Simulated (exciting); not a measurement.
The K L₂,₃ edge of atom 2 in KBr, space group Fm-3m, with 6 Br at 3.30 Å (octahedral, site symmetry m-3m), was computed at 4 levels: exchange and screened direct term (singlet BSE), exchange term alone (RPA), independent particles and screened direct term alone. Common settings: exciting, all-electron LAPW+lo, PBE, spinor conduction states, 2×2×2 shifted k points, 34 conduction spinor bands, |G+q| up to 4.5 bohr⁻¹ (4.4 in the exchange term), full RPA screening with nempty = 57, Lorentzian half width 0.25 eV.

Energy from the Kohn–Sham onset, core level to the lowest empty state found on the meshes used; all runs on one relative scale:

| E (eV) | run 1 | run 2 | run 3 | run 4 |
| --- | --- | --- | --- | --- |
| -5.00 | 0.00 | 0.04 | 0.02 | 0.00 |
| -4.75 | 0.00 | 0.05 | 0.03 | 0.00 |
| -4.50 | 0.00 | 0.06 | 0.03 | 0.00 |
| -4.25 | 0.00 | 0.07 | 0.04 | 0.00 |
| -4.00 | 0.00 | 0.10 | 0.05 | 0.00 |
| -3.75 | 0.00 | 0.13 | 0.06 | 0.00 |
| -3.50 | 0.00 | 0.18 | 0.07 | 0.00 |
| -3.25 | 0.00 | 0.28 | 0.10 | 0.00 |
| -3.00 | 0.00 | 0.50 | 0.14 | 0.00 |
| -2.75 | 0.00 | 1.10 | 0.22 | 0.00 |
| -2.50 | 0.01 | 2.51 | 0.41 | 0.00 |
| -2.25 | 0.01 | 2.69 | 0.77 | 0.00 |
| -2.00 | 0.01 | 2.12 | 1.06 | 0.00 |
| -1.75 | 0.01 | 1.64 | 1.60 | 0.00 |
| -1.50 | 0.01 | 0.78 | 2.52 | 0.01 |
| -1.25 | 0.01 | 0.44 | 1.42 | 0.01 |
| -1.00 | 0.01 | 0.28 | 0.64 | 0.01 |
| -0.75 | 0.01 | 0.21 | 0.35 | 0.01 |
| -0.50 | 0.01 | 0.20 | 0.25 | 0.01 |
| -0.25 | 0.01 | 0.23 | 0.24 | 0.01 |
| 0.00 | 0.01 | 0.29 | 0.25 | 0.01 |
| 0.25 | 0.01 | 0.51 | 0.33 | 0.01 |
| 0.50 | 0.02 | 1.07 | 0.60 | 0.01 |
| 0.75 | 0.02 | 1.11 | 1.02 | 0.01 |
| 1.00 | 0.03 | 1.06 | 1.19 | 0.02 |
| 1.25 | 0.03 | 0.75 | 1.75 | 0.02 |
| 1.50 | 0.03 | 0.42 | 1.23 | 0.02 |
| 1.75 | 0.06 | 0.28 | 0.74 | 0.04 |
| 2.00 | 0.09 | 0.19 | 0.45 | 0.06 |
| 2.25 | 0.11 | 0.14 | 0.28 | 0.08 |
| 2.50 | 0.11 | 0.13 | 0.23 | 0.08 |
| 2.75 | 0.12 | 0.13 | 0.21 | 0.08 |
| 3.00 | 0.14 | 0.12 | 0.19 | 0.09 |
| 3.25 | 0.14 | 0.12 | 0.17 | 0.09 |
| 3.50 | 0.16 | 0.13 | 0.18 | 0.10 |
| 3.75 | 0.20 | 0.15 | 0.21 | 0.12 |
| 4.00 | 0.26 | 0.15 | 0.21 | 0.15 |
| 4.25 | 0.32 | 0.16 | 0.21 | 0.18 |
| 4.50 | 0.41 | 0.17 | 0.24 | 0.22 |
| 4.75 | 0.56 | 0.17 | 0.23 | 0.30 |
| 5.00 | 0.63 | 0.15 | 0.21 | 0.36 |
| 5.25 | 0.64 | 0.12 | 0.17 | 0.39 |
| 5.50 | 0.66 | 0.11 | 0.15 | 0.45 |
| 5.75 | 0.54 | 0.09 | 0.13 | 0.39 |
| 6.00 | 0.54 | 0.09 | 0.12 | 0.38 |
| 6.25 | 0.53 | 0.08 | 0.11 | 0.36 |
| 6.50 | 0.65 | 0.08 | 0.10 | 0.41 |
| 6.75 | 0.73 | 0.08 | 0.10 | 0.52 |
| 7.00 | 0.64 | 0.09 | 0.11 | 0.51 |
| 7.25 | 0.63 | 0.11 | 0.14 | 0.46 |
| 7.50 | 0.74 | 0.14 | 0.17 | 0.55 |
| 7.75 | 0.79 | 0.15 | 0.19 | 0.66 |
| 8.00 | 0.67 | 0.11 | 0.15 | 0.69 |
| 8.25 | 0.55 | 0.09 | 0.12 | 0.60 |
| 8.50 | 0.47 | 0.08 | 0.11 | 0.53 |
| 8.75 | 0.40 | 0.08 | 0.10 | 0.41 |
| 9.00 | 0.43 | 0.07 | 0.09 | 0.40 |
| 9.25 | 0.51 | 0.07 | 0.08 | 0.42 |
| 9.50 | 0.70 | 0.07 | 0.08 | 0.57 |
| 9.75 | 0.74 | 0.08 | 0.10 | 0.75 |
| 10.00 | 0.59 | 0.10 | 0.12 | 0.78 |
| 10.25 | 0.48 | 0.14 | 0.16 | 0.64 |
| 10.50 | 0.46 | 0.19 | 0.22 | 0.62 |
| 10.75 | 0.39 | 0.16 | 0.20 | 0.58 |
| 11.00 | 0.31 | 0.12 | 0.16 | 0.46 |
| 11.25 | 0.23 | 0.11 | 0.15 | 0.32 |
| 11.50 | 0.21 | 0.11 | 0.14 | 0.27 |
| 11.75 | 0.22 | 0.09 | 0.12 | 0.26 |
| 12.00 | 0.24 | 0.07 | 0.09 | 0.26 |
| 12.25 | 0.30 | 0.06 | 0.08 | 0.29 |
| 12.50 | 0.41 | 0.06 | 0.08 | 0.40 |
| 12.75 | 0.48 | 0.07 | 0.08 | 0.49 |
| 13.00 | 0.47 | 0.08 | 0.09 | 0.52 |
| 13.25 | 0.48 | 0.09 | 0.11 | 0.55 |
| 13.50 | 0.52 | 0.09 | 0.11 | 0.67 |
| 13.75 | 0.41 | 0.08 | 0.10 | 0.66 |
| 14.00 | 0.32 | 0.07 | 0.08 | 0.51 |
| 14.25 | 0.26 | 0.06 | 0.08 | 0.41 |
| 14.50 | 0.24 | 0.06 | 0.07 | 0.36 |

Q: Which run is which, and why?

Run 1: independent particles; highest local maximum in the window at 7.7 eV. Run 2: screened direct term alone; highest local maximum in the window at -2.4 eV. Run 3: exchange and screened direct term (singlet BSE); highest local maximum in the window at -1.5 eV. Run 4: exchange term alone (RPA); highest local maximum in the window at 9.9 eV. The attractive direct term pulls weight down: the curves pass 0.38 at 4.5, -3.1, -2.5 and 5.2 eV in the order of the runs. Exchange is repulsive: the centre of weight of the curve lies at 1.7 eV with it and at 0.5 eV without it. In the runs without the direct term the fine structure is partly noise of the 8-point mesh. Exchange alone moves the bare spectrum by 29 % r.m.s., towards higher energy.

[Hosts, paths, dates, database ids (printed as entryN), source tags and the programs' standing remarks are cut or masked in the printed files.]
